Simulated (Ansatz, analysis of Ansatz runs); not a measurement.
# A hop of O in SnO2 (P4_2/mnm), charge +2

How high is the barrier when O changes place in SnO2 (P4_2/mnm)? The case: V_O hop (2.6 Å), charge +2, in a cell of 72 host atoms with 1 O taken out.

Main program and level: Ansatz 0.2.0; plane-wave PAW DFT, PBEsol; nudged elastic band between two relaxed defect structures at fixed charge in a uniform background.

## (1) The structure

The cell holds 71 atoms: 24 Sn and 47 O. Cell: a = 9.537 Å, b = 9.537 Å, c = 9.637 Å, α = 90.0°, β = 90.0°, γ = 90.0°. It derives from SnO2 (space group P4_2/mnm). Nearest the centre at fractional (0.500, 0.500, 0.500): O44 at 1.31 Å, Sn67 at 1.61 Å, Sn61 at 1.61 Å, O18 at 2.62 Å, O70 at 2.62 Å, O12 at 2.62 Å, O64 at 2.62 Å, Sn25 at 3.37 Å. The cell carries charge +2.

The cell's shortest repeat is 9.5 Å.

## (2) Relaxation of the start point, charge +2

The ends come first: from an unrelaxed start the top is counted from too high an energy, and the barrier comes out too low. Small random displacements break the symmetry of the ideal sites, so that the defect can distort if it gains by it. The charge of +2 is set by the electron count, and a uniform background keeps the cell neutral.

Contents of qp2.start/input.yaml:

```yaml
crystal:
  lattice:
    - [9.53680188, 0.0, 0.0]
    - [0.0, 9.53680188, 0.0]
    - [0.0, 0.0, 9.63728464]
  atoms:
    - { symbol: Sn, position: [0.25, 0.25, 0.16666667] }
    - { symbol: Sn, position: [0.0, 0.0, 0.0] }
    - { symbol: O, position: [0.09687292, 0.40312708, 0.16666667] }
    - { symbol: O, position: [0.40312708, 0.09687292, 0.16666667] }
    - { symbol: O, position: [0.15312708, 0.15312708, 0.0] }
    - { symbol: O, position: [0.34687292, 0.34687292, 0.0] }
    - { symbol: Sn, position: [0.25, 0.25, 0.5] }
    - { symbol: Sn, position: [0.0, 0.0, 0.33333333] }
    - { symbol: O, position: [0.09687292, 0.40312708, 0.5] }
    - { symbol: O, position: [0.40312708, 0.09687292, 0.5] }
    - { symbol: O, position: [0.15312708, 0.15312708, 0.33333333] }
    - { symbol: O, position: [0.34687292, 0.34687292, 0.33333333] }
    - { symbol: Sn, position: [0.25, 0.25, 0.83333333] }
    - { symbol: Sn, position: [0.0, 0.0, 0.66666667] }
    - { symbol: O, position: [0.09687292, 0.40312708, 0.83333333] }
    - { symbol: O, position: [0.40312708, 0.09687292, 0.83333333] }
    - { symbol: O, position: [0.15312708, 0.15312708, 0.66666667] }
    - { symbol: O, position: [0.34687292, 0.34687292, 0.66666667] }
    - { symbol: Sn, position: [0.25, 0.75, 0.16666667] }
    - { symbol: Sn, position: [0.0, 0.5, 0.0] }
    - { symbol: O, position: [0.09687292, 0.90312708, 0.16666667] }
    - { symbol: O, position: [0.40312708, 0.59687292, 0.16666667] }
    - { symbol: O, position: [0.15312708, 0.65312708, 0.0] }
    - { symbol: O, position: [0.34687292, 0.84687292, 0.0] }
    - { symbol: Sn, position: [0.25, 0.75, 0.5] }
    - { symbol: Sn, position: [0.0, 0.5, 0.33333333] }
    - { symbol: O, position: [0.09687292, 0.90312708, 0.5] }
    - { symbol: O, position: [0.15312708, 0.65312708, 0.33333333] }
    - { symbol: O, position: [0.34687292, 0.84687292, 0.33333333] }
    - { symbol: Sn, position: [0.25, 0.75, 0.83333333] }
    - { symbol: Sn, position: [0.0, 0.5, 0.66666667] }
    - { symbol: O, position: [0.09687292, 0.90312708, 0.83333333] }
    - { symbol: O, position: [0.40312708, 0.59687292, 0.83333333] }
    - { symbol: O, position: [0.15312708, 0.65312708, 0.66666667] }
    - { symbol: O, position: [0.34687292, 0.84687292, 0.66666667] }
    - { symbol: Sn, position: [0.75, 0.25, 0.16666667] }
    - { symbol: Sn, position: [0.5, 0.0, 0.0] }
    - { symbol: O, position: [0.59687292, 0.40312708, 0.16666667] }
    - { symbol: O, position: [0.90312708, 0.09687292, 0.16666667] }
    - { symbol: O, position: [0.65312708, 0.15312708, 0.0] }
    - { symbol: O, position: [0.84687292, 0.34687292, 0.0] }
    - { symbol: Sn, position: [0.75, 0.25, 0.5] }
    - { symbol: Sn, position: [0.5, 0.0, 0.33333333] }
    - { symbol: O, position: [0.59687292, 0.40312708, 0.5] }
    - { symbol: O, position: [0.90312708, 0.09687292, 0.5] }
    - { symbol: O, position: [0.65312708, 0.15312708, 0.33333333] }
    - { symbol: O, position: [0.84687292, 0.34687292, 0.33333333] }
    - { symbol: Sn, position: [0.75, 0.25, 0.83333333] }
    - { symbol: Sn, position: [0.5, 0.0, 0.66666667] }
    - { symbol: O, position: [0.59687292, 0.40312708, 0.83333333] }
    - { symbol: O, position: [0.90312708, 0.09687292, 0.83333333] }
    - { symbol: O, position: [0.65312708, 0.15312708, 0.66666667] }
    - { symbol: O, position: [0.84687292, 0.34687292, 0.66666667] }
    - { symbol: Sn, position: [0.75, 0.75, 0.16666667] }
    - { symbol: Sn, position: [0.5, 0.5, 0.0] }
    - { symbol: O, position: [0.59687292, 0.90312708, 0.16666667] }
    - { symbol: O, position: [0.90312708, 0.59687292, 0.16666667] }
    - { symbol: O, position: [0.65312708, 0.65312708, 0.0] }
    - { symbol: O, position: [0.84687292, 0.84687292, 0.0] }
    - { symbol: Sn, position: [0.75, 0.75, 0.5] }
    - { symbol: Sn, position: [0.5, 0.5, 0.33333333] }
    - { symbol: O, position: [0.59687292, 0.90312708, 0.5] }
    - { symbol: O, position: [0.90312708, 0.59687292, 0.5] }
    - { symbol: O, position: [0.65312708, 0.65312708, 0.33333333] }
    - { symbol: O, position: [0.84687292, 0.84687292, 0.33333333] }
    - { symbol: Sn, position: [0.75, 0.75, 0.83333333] }
    - { symbol: Sn, position: [0.5, 0.5, 0.66666667] }
    - { symbol: O, position: [0.59687292, 0.90312708, 0.83333333] }
    - { symbol: O, position: [0.90312708, 0.59687292, 0.83333333] }
    - { symbol: O, position: [0.65312708, 0.65312708, 0.66666667] }
    - { symbol: O, position: [0.84687292, 0.84687292, 0.66666667] }
total_charge: 2
basis:
  ecutwfc: 420
  xc_grid: 2
hamiltonian:
  xc: pbesol
kpoints:
  mp_grid: { grid: [1, 1, 1], shift: [0.25, 0.25, 0.25] }
scf:
  occupations: { method: fixed }
  max_iter: 120
output:
  forces: true
relax:
  f_tol: 0.02
  max_steps: 70
  random_displacement: { amplitude: 0.03, seed: 655 }
```

The run is started by

```sh
$ ansatz run input.yaml --threads 4 --pin off --max-ram 14131MiB --backend cpu --events-out ev --progress --plain --runs-dir out
```

Numbers of over 12 decimals in the logs are rounded to 6 here.

Log:

```text
[... repeated set-up lines and file paths are left out, and long positions are rounded to six places ...]
The last accepted step is kept in <dir> (removed where the run ends without a failure and the disk answers)
Engine: ansatz 0.2.0, aarch64-unknown-linux-gnu
Pseudopotentials: kind: paw
Pseudopotential: Sn, paw, valence charge 14, recommended cutoff 420 eV (normal), Sn.paw.azcp
Pseudopotential: O, paw, valence charge 6, recommended cutoff 420 eV (normal), O.paw.azcp
Functional definition: PBEsol
  exchange = pbesol_x
  correlation = pbesol_c
Crystal: 71 atoms, lattice volume = 876.517 Å³
Basis set: ecut = 420 eV, 17113 PW (Γ), exchange–correlation on 128×128×144 points (8 copies of the dense FFT grid, shifted against one another)
Bands: 379, of which v1, the nominal top of the filled ones, is band 308 counted from 1 (307 counted from 0)
Symmetry: 1 space group operations
k-points: 1
Non-local potential: Sn, projectors of the file, l = 0: 2, l = 1: 2, l = 2: 2, l = 3: 2
Non-local potential: O, projectors of the file, l = 0: 2, l = 1: 2, l = 2: 1
PAW form: soft (Blöchl's): semilocal exchange-correlation on the pseudo side does not see the compensation charge
PAW frozen core: Sn, regenerated for the run's functional, and the local potential with it (the file was generated under x = pbe(κ = 0.804, μ = 0.219515), c = pbe(β = 0.066725))
PAW frozen core: O, regenerated for the run's functional, and the local potential with it (the file was generated under x = pbe(κ = 0.804, μ = 0.219515), c = pbe(β = 0.066725))
PAW one-centre angular grid: Sn, 590 points (default); XC on 64 Gauss nodes
PAW one-centre angular grid: O, 110 points (default); XC on 64 Gauss nodes
Initial density: superposition of atomic densities (neutral atoms scaled as one to the charged cell's electrons: chi_scale 0, normalization atom), corrected by the library's trained network
Initial wavefunctions: pseudopotential atomic-orbital guess
Functional: x = pbesol(κ = 0.804, μ = 0.123457), c = pbesol(β = 0.046)
SCF iter   1: F=—  HF=-169174.250044 eV  |F-HF|=—  |Δ(HF+E_count)|=         —  Δρ=1.46e-2  dr2=3.51e0  ethr=1.77e-3  ⟨swp⟩=4.0  Hψ=1228  notcnv=0  defer=69
preconditioner: auto → Resta (q_TF=auto, 2.573 Å⁻¹)  ε∞=3.6  [insulator: Δε(μ)=1.000 eV  Ē_g=19.310 eV  n_scr=250 (ndim 8)  ℏωp=31.1 eV  f_vac=0.029  ε∞_Penn≈3.6]
SCF iter   2: F=—  HF=-169173.383179 eV  |F-HF|=—  |Δ(HF+E_count)|=   8.67e-1  Δρ=5.16e-3  dr2=5.20e-1  ethr=5.70e-4  ⟨swp⟩=2.0  Hψ=530  notcnv=0  defer=69
SCF iter   3: F=—  HF=-169173.257419 eV  |F-HF|=—  |Δ(HF+E_count)|=   1.26e-1  Δρ=2.63e-3  dr2=8.17e-2  ethr=8.45e-5  ⟨swp⟩=3.0  Hψ=625  notcnv=0  defer=69
SCF iter   4: F=—  HF=-169173.236490 eV  |F-HF|=—  |Δ(HF+E_count)|=   2.09e-2  Δρ=1.25e-3  dr2=1.44e-2  ethr=1.33e-5  ⟨swp⟩=3.0  Hψ=624  notcnv=0  defer=69
SCF iter   5: F=—  HF=-169173.235121 eV  |F-HF|=—  |Δ(HF+E_count)|=   1.37e-3  Δρ=8.28e-4  dr2=6.15e-3  ethr=2.34e-6  ⟨swp⟩=2.0  Hψ=622  notcnv=0  defer=69
SCF iter   6: F=—  HF=-169173.235417 eV  |F-HF|=—  |Δ(HF+E_count)|=   2.96e-4  Δρ=2.07e-4  dr2=3.42e-4  ethr=9.99e-7  ⟨swp⟩=2.0  Hψ=568  notcnv=0  defer=69
SCF iter   7: F=—  HF=-169173.235518 eV  |F-HF|=—  |Δ(HF+E_count)|=   1.01e-4  Δρ=1.40e-4  dr2=1.54e-4  ethr=5.55e-8  ⟨swp⟩=2.0  Hψ=620  notcnv=0  defer=69
SCF iter   8: F=-169173.235521 eV  HF=-169173.235519 eV  |F-HF|=2.10e-6  |Δ(HF+E_count)|=   2.48e-7  Δρ=3.56e-5  dr2=9.52e-6  ethr=1.62e-9  ⟨swp⟩=3.0  Hψ=1349  notcnv=0
SCF 1 converged in 8 iterations: F = -169173.235521 eV  dr2 = 9.52e-6
  greatest PAW one-centre occupation: 0.997 electrons in one spin orbital (limit 2), on the Sn atom at site 42 (counted from 0), in its partial waves of l = 2
relax step   1: F+E_penalty+E_count = -169173.23552085 eV  Δ(F+E_penalty+E_count) = +0.000e0 eV  max|allowed force component| = 3.527e0 eV/Å  Δτ_max = 0.0000 Å  (8 SCF iters, dr2 threshold 1.00e-5 eV, accepted)
[... the SCF cycles and remarks between the steps are left out from here to the last step ...]
relax step   2: F+E_penalty+E_count = -169175.04538850 eV  Δ(F+E_penalty+E_count) = -1.810e0 eV  max|allowed force component| = 7.186e-1 eV/Å  Δτ_max = 0.1968 Å  (7 SCF iters, dr2 threshold 1.00e-4 eV, accepted)
relax step   3: F+E_penalty+E_count = -169175.32957454 eV  Δ(F+E_penalty+E_count) = -2.842e-1 eV  max|allowed force component| = 1.638e-1 eV/Å  Δτ_max = 0.1120 Å  (7 SCF iters, dr2 threshold 3.23e-5 eV, accepted)
relax step   4: F+E_penalty+E_count = -169175.34282597 eV  Δ(F+E_penalty+E_count) = -1.325e-2 eV  max|allowed force component| = 2.451e-2 eV/Å  Δτ_max = 0.0259 Å  (7 SCF iters, dr2 threshold 1.68e-6 eV, accepted)
SCF iter   1: F=—  HF=-169175.341671 eV  |F-HF|=—  |Δ(HF+E_count)|=         —  Δρ=3.11e-4  dr2=3.78e-4  ethr=4.31e-7  ⟨swp⟩=3.0  Hψ=850  notcnv=0  defer=69
SCF iter   2: F=—  HF=-169175.341547 eV  |F-HF|=—  |Δ(HF+E_count)|=   1.24e-4  Δρ=1.36e-4  dr2=6.22e-5  ethr=6.14e-8  ⟨swp⟩=2.0  Hψ=524  notcnv=0  defer=68
SCF iter   3: F=—  HF=-169175.343016 eV  |F-HF|=—  |Δ(HF+E_count)|=   1.47e-3  Δρ=3.56e-5  dr2=7.71e-6  ethr=1.01e-8  ⟨swp⟩=2.0  Hψ=596  notcnv=0  defer=67
SCF iter   4: F=—  HF=-169175.343016 eV  |F-HF|=—  |Δ(HF+E_count)|=   1.08e-7  Δρ=1.71e-5  dr2=2.46e-6  ethr=1.25e-9  ⟨swp⟩=2.0  Hψ=620  notcnv=0  defer=67
SCF iter   5: F=—  HF=-169175.343016 eV  |F-HF|=—  |Δ(HF+E_count)|=   2.30e-7  Δρ=5.47e-6  dr2=2.93e-7  ethr=3.99e-10  ⟨swp⟩=2.0  Hψ=493  notcnv=0  defer=67
SCF iter   6: F=-169175.343016 eV  HF=-169175.343016 eV  |F-HF|=5.51e-8  |Δ(HF+E_count)|=   1.08e-8  Δρ=3.20e-6  dr2=8.26e-8  ethr=1.62e-11  ⟨swp⟩=4.0  Hψ=1140  notcnv=0
SCF 5 converged in 6 iterations: F = -169175.343016 eV  dr2 = 8.26e-8
relax step   5: F+E_penalty+E_count = -169175.34301587 eV  Δ(F+E_penalty+E_count) = -1.899e-4 eV  max|allowed force component| = 2.337e-3 eV/Å  Δτ_max = 0.0035 Å  (6 SCF iters, accepted)
SCF converged after 6 iterations
Free energy (F): -169175.343016 eV
Harris-Foulkes:  -169175.343016 eV  (|F-HF|=5.51e-8)
Internal energy: -169175.343016 eV  (E = F + TS)
E sigma→0 (E₀):  -169175.343016 eV
Fermi energy:    8.813121 eV
--- Per-component energies (eV) ---
  E_band       = -1712.816519
  E_kinetic    = 12745.254959
  E_local      = -35188.345383  (includes V_loc(G=0)·N_el)
  E_nonlocal   = 1615.541017
  E_hartree    = 18175.031331
  E_xc         = -12430.113569
  E_vxc        = -6619.045140  (∫ρ·V_xc dr)
  E_paw        = -104999.530201  (= ΣΔE_a)
  E_vpaw       = -10616.403965  (= ΣTr[D̂ρ^β])
  E_aug_tail   = 0.115807  (compensation charges beyond the density's cutoff)
  E_ewald      = -49101.791664
  E_core_change = 8.494686  (= ΣΔE_core)
  E_smearing   = -0.000000  (= −TS)
  E_closure    = 0.000000  (closes the sum)
  E_deformation_potential = 34.756538  (in the stress; not in F)
  Σ components = -169175.343016   (vs F -169175.343016, Δ=0.00e0)
--- Forces (eV/Å), atoms counted from 1 ---
  atom   1  Sn    -0.00035321     0.00035237     0.00058739
  atom   2  Sn     0.00052170    -0.00037005     0.00000793
  [... 4 atoms left out ...]
  atom   7  Sn    -0.00048187     0.00058088     0.00026770
  [... 4 atoms left out ...]
  atom  12  O     -0.00039935     0.00005890    -0.00015593
  [... 5 atoms left out ...]
  atom  18  O     -0.00090126     0.00010344     0.00015902
  [... 6 atoms left out ...]
  atom  25  Sn     0.00063563    -0.00078221    -0.00021374
  [... 18 atoms left out ...]
  atom  44  O     -0.00038224     0.00018597    -0.00006040
  [... 15 atoms left out ...]
  atom  60  Sn    -0.00099530     0.00053197     0.00019165
  atom  61  Sn    -0.00080145     0.00109619     0.00087424
  [... 2 atoms left out ...]
  atom  64  O     -0.00018962     0.00032746     0.00003238
  [... 2 atoms left out ...]
  atom  67  Sn    -0.00089088     0.00124201    -0.00107120
  [... 2 atoms left out ...]
  atom  70  O     -0.00003192     0.00054320     0.00008947
  [... 1 atom left out ...]
  max |Σ_I F_I| component: 1.79e-5 eV/Å
--- Relaxed structure (5 steps of the walk, 5 accepted, 0 SCFs on fresh bases) ---
  F+E_penalty+E_count = -169175.34301587 eV   max|allowed force component| = 2.337e-3 eV/Å
  atoms:
    - { symbol: Sn, position: [0.248600, 0.250871, 0.166413] }
    - { symbol: Sn, position: [0.005368, -0.005222, 0.000175] }
    [... 4 atoms left out ...]
    - { symbol: Sn, position: [0.248687, 0.249944, 0.500172] }
    [... 4 atoms left out ...]
    - { symbol: O, position: [0.346518, 0.354310, 0.336126] }
    [... 5 atoms left out ...]
    - { symbol: O, position: [0.346523, 0.354425, 0.664196] }
    [... 6 atoms left out ...]
    - { symbol: Sn, position: [0.233071, 0.767080, 0.500175] }
    [... 18 atoms left out ...]
    - { symbol: O, position: [0.587393, 0.412773, 0.500173] }
    [... 15 atoms left out ...]
    - { symbol: Sn, position: [0.750202, 0.751457, 0.500173] }
    - { symbol: Sn, position: [0.513001, 0.487072, 0.319040] }
    [... 2 atoms left out ...]
    - { symbol: O, position: [0.645705, 0.653643, 0.336147] }
    [... 2 atoms left out ...]
    - { symbol: Sn, position: [0.513077, 0.487143, 0.681307] }
    [... 2 atoms left out ...]
    - { symbol: O, position: [0.645826, 0.653638, 0.664223] }
    [... 1 atom left out ...]
```

Wall time 94 s (4 threads of Arm Neoverse V1, shared host); peak memory 1.8 GiB; 6 min of CPU time.

The steps of the relaxation:

```tsv
step	energy less that of the first step (eV)	largest force component (eV/Å)
1	0.0000	3.5271
2	-1.8099	0.7186
3	-2.0941	0.1638
4	-2.1073	0.0245
5	-2.1075	0.0023
```

The atoms that moved most (Å, from the sites as typed, ahead of the random displacement, the mean shift of all atoms taken out):

```tsv
atom	dx	dy	dz	length
Sn25	-0.161	0.161	0.000	0.228
Sn67	0.125	-0.125	0.139	0.225
Sn61	0.124	-0.125	-0.139	0.225
O44	-0.090	0.090	0.000	0.127
O27	-0.083	0.084	0.000	0.118
O29	0.057	-0.086	0.057	0.118
O50	0.045	-0.045	0.098	0.117
O38	0.045	-0.045	-0.098	0.117
```

Neighbours of O44 at the end:

```tsv
atom	distance (Å)
Sn61	2.013
Sn67	2.013
Sn42	2.186
O64	2.843
O18	2.843
O70	2.844
O12	2.844
O46	2.956
O53	2.956
O52	2.957
O47	2.957
```

Numbers from this step:

* free energy: -169175.3430 eV
* r.m.s. move of the farther half of the atoms: 0.03656 Å
* largest move from the ideal geometry of this structure, a common shift of the far atoms taken out: 0.2389 Å

The relaxation gained 2.107 eV and ended with a largest force component of 0.0023 eV/Å.

## (3) Relaxation of the end point, charge +2

The end point is relaxed in the same cell and settings, so that the two energies compare. Atoms more than 3.2 Å from the middle of the hop start where the first relaxation left them, the nearer ones on or close to their ideal places, with small random displacements.

Contents of qp2.end/input.yaml:

```yaml
crystal:
  lattice:
    - [9.53680188, 0.0, 0.0]
    - [0.0, 9.53680188, 0.0]
    - [0.0, 0.0, 9.63728464]
  atoms:
    - { symbol: Sn, position: [0.24890145, 0.25042255, 0.16623972] }
    - { symbol: Sn, position: [0.00566992, -0.0056711, 1.5e-06] }
[... 4 atom lines left out ...]
    - { symbol: Sn, position: [0.24898902, 0.24949546, 0.4999985] }
[... 4 atom lines left out ...]
    - { symbol: O, position: [0.34687292, 0.34687292, 0.33333333] }
[... 5 atom lines left out ...]
    - { symbol: O, position: [0.34687292, 0.34687292, 0.66666667] }
[... 3 atom lines left out ...]
    - { symbol: O, position: [0.40561945, 0.59435348, 0.16928981] }
[... 10 atom lines left out ...]
    - { symbol: O, position: [0.40562404, 0.59435631, 0.83070955] }
[... 8 atom lines left out ...]
    - { symbol: Sn, position: [0.74979275, 0.25020657, 0.49999863] }
[... 1 atom line left out ...]
    - { symbol: O, position: [0.402986, 0.597014, 0.5] }
[... 15 atom lines left out ...]
    - { symbol: Sn, position: [0.75050381, 0.75100812, 0.49999958] }
    - { symbol: Sn, position: [0.5, 0.5, 0.33333333] }
[... 2 atom lines left out ...]
    - { symbol: O, position: [0.65312708, 0.65312708, 0.33333333] }
[... 2 atom lines left out ...]
    - { symbol: Sn, position: [0.5, 0.5, 0.66666667] }
[... 2 atom lines left out ...]
    - { symbol: O, position: [0.65312708, 0.65312708, 0.66666667] }
    - { symbol: O, position: [0.84550032, 0.84680189, 0.66698265] }
total_charge: 2
basis:
  ecutwfc: 420
  xc_grid: 2
hamiltonian:
  xc: pbesol
kpoints:
  mp_grid: { grid: [1, 1, 1], shift: [0.25, 0.25, 0.25] }
scf:
  occupations: { method: fixed }
  max_iter: 120
output:
  forces: true
relax:
  f_tol: 0.02
  max_steps: 70
  random_displacement: { amplitude: 0.01, seed: 655 }
```

Log:

```text
[...]
Crystal: 71 atoms, lattice volume = 876.517 Å³
Basis set: ecut = 420 eV, 17113 PW (Γ), exchange–correlation on 128×128×144 points (8 copies of the dense FFT grid, shifted against one another)
Bands: 379, of which v1, the nominal top of the filled ones, is band 308 counted from 1 (307 counted from 0)
Symmetry: 1 space group operations
k-points: 1
[...]
SCF iter   1: F=—  HF=-169174.272892 eV  |F-HF|=—  |Δ(HF+E_count)|=         —  Δρ=1.46e-2  dr2=3.10e0  ethr=1.77e-3  ⟨swp⟩=4.0  Hψ=1230  notcnv=0  defer=69
[...]
SCF iter   9: F=-169173.371166 eV  HF=-169173.371169 eV  |F-HF|=2.85e-6  |Δ(HF+E_count)|=   4.63e-6  Δρ=2.55e-5  dr2=5.15e-6  ethr=1.62e-9  ⟨swp⟩=4.0  Hψ=1140  notcnv=0
SCF 1 converged in 9 iterations: F = -169173.371166 eV  dr2 = 5.15e-6
[...]
F+E_penalty+E_count = -169175.34300147 eV   max|allowed force component| = 5.289e-3 eV/Å
  atoms:
    - { symbol: Sn, position: [0.250853, 0.248522, 0.166295] }
    - { symbol: Sn, position: [-0.005247, 0.005293, 5.795102418918832e-5] }
[...]
- { symbol: Sn, position: [0.249912, 0.248605, 0.500058] }
[...]
- { symbol: O, position: [0.354241, 0.346439, 0.336005] }
[...]
- { symbol: O, position: [0.354363, 0.346436, 0.664089] }
[...]
- { symbol: Sn, position: [0.767049, 0.232996, 0.500057] }
    [... 1 atom left out ...]
    - { symbol: O, position: [0.412743, 0.587302, 0.500060] }
    [... 15 atoms left out ...]
    - { symbol: Sn, position: [0.751444, 0.750138, 0.500059] }
    - { symbol: Sn, position: [0.487104, 0.512869, 0.318964] }
    [... 2 atoms left out ...]
    - { symbol: O, position: [0.653605, 0.645692, 0.336027] }
    [... 2 atoms left out ...]
    - { symbol: Sn, position: [0.487176, 0.512944, 0.681151] }
    [... 2 atoms left out ...]
    - { symbol: O, position: [0.653599, 0.645815, 0.664111] }
    [... 1 atom left out ...]
[key lines of the parts left out:]
SCF converged after 7 iterations
Free energy (F): -169175.343001 eV
Fermi energy:    8.813218 eV
```

Run time: 96 s. Hardware: 4 threads; peak memory 1.8 GiB; 6.2 min of CPU time.

Relaxation path:

```tsv
step	energy less that of the first step (eV)	largest force component (eV/Å)
1	0.0000	2.5796
2	-1.6929	0.7863
3	-1.9471	0.2524
4	-1.9712	0.0347
5	-1.9718	0.0053
```

The atoms that moved most (Å, from the sites as typed, ahead of the random displacement):

```tsv
atom	dx	dy	dz	length
Sn25	0.165	-0.165	0.000	0.233
Sn42	0.165	-0.165	0.000	0.233
Sn67	-0.122	0.123	0.139	0.222
Sn61	-0.123	0.122	-0.139	0.222
O50	-0.067	0.067	-0.124	0.156
O38	-0.067	0.067	0.124	0.156
O33	-0.067	0.067	0.123	0.156
O22	-0.067	0.067	-0.123	0.155
```

Neighbours of O44 at the end:

```tsv
atom	distance (Å)
Sn67	2.013
Sn61	2.013
Sn25	2.186
O18	2.844
O64	2.844
O70	2.844
O12	2.844
O35	2.956
O28	2.956
O29	2.957
O34	2.957
```

Numbers from this step:

| Property | Result |
| --- | --- |
| free energy | -169175.3430 eV |
| r.m.s. move of the farther half of the atoms | 0.03660 Å |
| largest move from the ideal geometry of this structure, a common shift of the far atoms taken out | 0.2374 Å |

The relaxation gained 1.972 eV and ended with a largest force component of 0.0053 eV/Å. The end lies within 1 meV of the start.

[end of part 1 of 4]

[Logs are printed without paths, hosts, clocks, repeated set-up lines and the standing remarks that a program may print on its own settings, such as how far it seeks lower states.]

[Hosts, paths, dates, database ids (printed as entryN), source tags and the programs' standing remarks are cut or masked in the printed files.]
